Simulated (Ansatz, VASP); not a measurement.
**Pb: VASP beside Ansatz**

Contents of INCAR:

```
SYSTEM = Pb
PREC = Accurate
ENCUT = 520
EDIFF = 1E-6
ISMEAR = -1
SIGMA = 0.1
LREAL = .FALSE.
LASPH = .TRUE.
NELM = 60
ALGO = Normal
ISIF = 2
LWAVE = .FALSE.
LCHARG = .FALSE.
GGA = CA
NBANDS = 13
```

KPOINTS

```
regular mesh
0
G
  18 18 18
  0 0 0
```

File POSCAR:

```
Pb
1.0
    0.0000000000      2.3707331273      2.3707331273
    2.3707331273      0.0000000000      2.3707331273
    2.3707331273      2.3707331273      0.0000000000
Pb
1
Direct
    0.0000000000      0.0000000000      0.0000000000
```

Input for Ansatz:

```yaml
crystal:
  lattice:
    - [0.0, 2.3707331273, 2.3707331273]
    - [2.3707331273, 0.0, 2.3707331273]
    - [2.3707331273, 2.3707331273, 0.0]
  atoms:
    - { symbol: Pb, position: [0.0, 0.0, 0.0] }
hamiltonian:
  xc: lda
  pseudopotentials:
    kind: paw
    azcp:
      Pb: "pseudopotentials/Pb.paw.azcp"
basis:
  ecutwfc: 420
  fft_grid_basis: typed
kpoints:
  mp_grid: { grid: [18, 18, 18], shift: [0, 0, 0] }
magnetization:
  spin_polarized: false
scf:
  occupations: { method: fermi_dirac, width: 0.1 }
output:
  stress: true
```

Alike in both runs: task single point; functional LDA; k mesh 18 × 18 × 18; occupations fermi-dirac, width 0.1 eV; no spin polarisation.

|  | VASP | Ansatz |
| --- | --- | --- |
| version | VASP 6.6.1 | Ansatz 0.2.0 |
| potentials or method | VASP PAW LDA potentials, release 64 (Pb_d) | plane waves (420 eV) with PAW, scalar-relativistic |
| plane-wave cutoff (eV) | 520 | 420 |
| valence electrons in the cell | 14 | 14 |

```tsv
	VASP	Ansatz	Ansatz less VASP
pressure (GPa)	5.7	5.6	-0.13
```

Ansatz warned: «pseudo_functional_mismatch».

The runs have no spin-orbit coupling, so splittings on Pb are missing.
